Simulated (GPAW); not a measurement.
Crystal: MoS2.

```
CELL_PARAMETERS angstrom
3.22746 0.00000 0.00000
-1.61373 2.79507 0.00000
0.00000 0.00000 6.31247
ATOMIC_POSITIONS crystal
Mo 0.00000 0.00000 0.50000
S 0.66667 0.33333 0.74468
S 0.33333 0.66667 0.25532
```

Measurements of this composition are mostly on another form, of space group No. 194.

Base run:

```yaml
Program: GPAW 26.7.0
Functional: r2SCAN
Potentials_or_basis: GPAW PAW data sets (gpaw-data 1.2.1)
Cutoff: 600 eV
Basis: pw
k_mesh: 9 × 9 × 4
Occupations: fermi-dirac, width 0.05 eV
Spin: no spin polarisation
```

Its results: pressure 0.1 GPa; largest force 0.099 eV/Å.

Task: The run is repeated on the same cell with these changes: functional from r2SCAN to LDA; potentials or basis from GPAW PAW data sets (gpaw-data 1.2.1) to the program's PAW data sets (release 1.2.1) made for this functional. What comes out?

Result: Pressure -6.4 GPa; largest force 0.194 eV/Å.

Caveats: the PAW data sets were made with another functional, which shifts forces and pressure a little (some runs).

Not every run made on this cell is shown here.
